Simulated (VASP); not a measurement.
# VASP 6.6.1 run: RbBr

INCAR

```
LASPH = .TRUE.
GGA = PE
IBRION = -1
NBANDS = 15
NELM = 60
ISMEAR = -1
LWAVE = .FALSE.
PREC = Accurate
NSW = 0
ENCUT = 80
LCHARG = .FALSE.
LREAL = .FALSE.
SIGMA = 0.02
ISIF = 2
EDIFF = 1E-7
```

KPOINTS

```
KPOINTS created by Atomic Simulation Environment
0
Gamma
6 6 6
0 0 0
```

POSCAR

```
Rb Br
 1.0000000000000000
     0.0000000000000000    3.8694968645999999    3.8114544117000002
     3.8694968645999999    0.0000000000000000    3.8114544117000002
     3.8694968645999999    3.8694968645999999    0.0000000000000000
 Rb  Br
   1   1
Cartesian
  0.0000000000000000  0.0000000000000000  0.0000000000000000
  1.9347484322999999  1.9347484322999999  1.9057272058500001
```

The recommended PBE PAW datasets give the neutral cell 16 valence electrons.

Command

```
mpirun -np 1 vasp_std
```

OSZICAR

```
N       E                     dE             d eps       ncg     rms          rms(c)
DAV:   1     0.123973963622E+02    0.12397E+02   -0.24014E+03  1189   0.210E+02
DAV:   2    -0.911292159695E+01   -0.21510E+02   -0.21221E+02  1222   0.753E+01
DAV:   3    -0.947365138712E+01   -0.36073E+00   -0.36061E+00  1082   0.916E+00
DAV:   4    -0.947479737528E+01   -0.11460E-02   -0.11459E-02  1180   0.529E-01
DAV:   5    -0.947480399591E+01   -0.66206E-05   -0.66206E-05  1096   0.358E-02    0.452E+01
DAV:   6    -0.809318769159E+01    0.13816E+01   -0.89138E-01  1103   0.516E+00    0.262E+01
DAV:   7    -0.779215255746E+01    0.30104E+00   -0.84405E-01  1152   0.497E+00    0.347E+00
DAV:   8    -0.779696055996E+01   -0.48080E-02   -0.14994E-02   928   0.642E-01    0.104E+00
DAV:   9    -0.779763775157E+01   -0.67719E-03   -0.25025E-03   998   0.261E-01    0.928E-02
DAV:  10    -0.779787119877E+01   -0.23345E-03   -0.13663E-04  1019   0.604E-02    0.791E-02
DAV:  11    -0.779794804418E+01   -0.76845E-04   -0.48824E-05   942   0.369E-02    0.214E-02
DAV:  12    -0.779795024453E+01   -0.22004E-05   -0.24945E-06  1138   0.782E-03    0.441E-03
DAV:  13    -0.779795116864E+01   -0.92411E-06   -0.31012E-07   962   0.285E-03    0.183E-03
DAV:  14    -0.779795118767E+01   -0.19025E-07   -0.23346E-08   975   0.769E-04
   1 F= -.77979512E+01 E0= -.77979512E+01  d E =-.737329E-13
```

Standard output (part)

```
POSCAR found type information on POSCAR RbBr
 POSCAR found :  2 types and       2 ions
 LDA part: xc-table for (Slater+PW92), standard interpolation
 POSCAR, INCAR and KPOINTS ok, starting setup
 WAVECAR not read
 entering main loop
```

It converged. Results: gap between bands v and c on the k mesh 3.90 eV; least direct gap on the k mesh 3.93 eV; pressure -57.1 GPa. Band v is the last that the valence electrons fill when counted band by band, and c is the next.

Task: Find the fault in these files.

Result: Cutoff far too low. On sound settings PBE gives a gap of 4.09 eV on its mesh and a pressure of 0.3 GPa for the intended cell. This run's energy (σ→0) differs from it by -937 meV an atom.
